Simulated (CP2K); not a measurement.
Crystal: SnO2 (Cassiterite).

```
Sn O
1.0
     4.73800    0.00000    0.00000
     0.00000    4.73800    0.00000
     0.00000    0.00000    3.18650
Sn O
2 4
Direct
  0.50000 0.50000 0.50000
  0.00000 0.00000 0.00000
  0.80710 0.19290 0.50000
  0.69290 0.69290 0.00000
  0.19290 0.80710 0.50000
  0.30710 0.30710 0.00000
```

Base run:

- Program: CP2K 2026.2
- Functional: LDA
- Potentials or basis: GTH_SOC_POTENTIALS Sn GTH-PBE-q4, O GTH-PBE-q6; DZVP-MOLOPT-SR-GTH basis
- Density cutoff: 8163 eV
- k mesh: 6 × 6 × 8
- Occupations: fermi-dirac, width 0.05 eV
- Spin: spin-orbit coupling, no magnetisation

Its results: pressure 11.6 GPa; largest force 0.236 eV/Å.

Task: The run is repeated on the same cell with these changes: functional from LDA to PBE. What comes out?

Result: Pressure 14.3 GPa; largest force 0.286 eV/Å.

PBE binds less tightly than LDA, so the same cell stands under more pressure.

Caveats: the basis of atomic orbitals isn't converged, which shifts pressures, moduli and gaps; the potentials were made for another functional, which shifts forces and pressure (some runs).
